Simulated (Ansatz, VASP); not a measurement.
**KI: VASP beside Ansatz**

File INCAR:

```
SYSTEM = KI
PREC = Accurate
ENCUT = 520
EDIFF = 1E-6
ISMEAR = 0
SIGMA = 0.05
LREAL = .False.
LASPH = .True.
NELM = 100
ALGO = Normal
ISIF = 2
LWAVE = .False.
LCHARG = .True.
GGA = CA
LELF = .True.
LVHAR = .True.
NBANDS = 15
```

File KPOINTS:

```
regular mesh
0
Gamma
  6 6 6
  0 0 0
```

The input POSCAR:

```
KI
1.0
    0.0000000000      3.5950410000      3.5245500000
    3.5245500000      0.0000000000      3.5245500000
    3.5245500000      3.5950410000      0.0000000000
K I
1 1
Direct
    0.0000000000      0.0000000000      0.0000000000
    0.5000000000      0.5000000000      0.5000000000
```

Input for Ansatz:

```yaml
crystal:
  lattice:
    - [0.0, 3.595041, 3.52455]
    - [3.52455, 0.0, 3.52455]
    - [3.52455, 3.595041, 0.0]
  atoms:
    - { symbol: K, position: [0.0, 0.0, 0.0] }
    - { symbol: I, position: [0.5, 0.5, 0.5] }
basis:
  ecutwfc: 420
kpoints:
  mp_grid: { grid: [6, 6, 6] }
hamiltonian:
  xc: lda
scf:
  occupations: { method: gaussian, width: 0.05 }
output:
  forces: true
  stress: true
  eigenvalues: true
```

Change from the starting cell: strain +0.0200 x Voigt [0, 1, 0, 0, 0, 0], atoms carried along.

Alike in both runs: task single point; functional LDA; k mesh 6 × 6 × 6; occupations gaussian, width 0.05 eV; no spin polarisation.

```csv
,VASP,Ansatz
version,VASP 6.6.1,Ansatz 0.2.0
potentials or method,"VASP PAW LDA potentials, release 64 (K_sv, I)","scalar-relativistic, plane waves, PAW"
plane-wave cutoff (eV),520,420
valence electrons in the cell,16,26
```

|  | VASP | Ansatz | Ansatz less VASP |
| --- | --- | --- | --- |
| gap on the k mesh at the Fermi level (eV) | 3.58 | 3.58 | -0.008 |
| least direct gap on the mesh (eV) | 3.58 | 3.58 | -0.008 |
| pressure (GPa) | -1.4 | -1.4 | -0.02 |
| largest component of the traceless stress (GPa) | 0.23 | 0.23 | -0.005 |

The two sets of potentials don't hold the same shells in valence.

Caveats: spin-orbit coupling is left out, which moves the levels of the heavy elements.
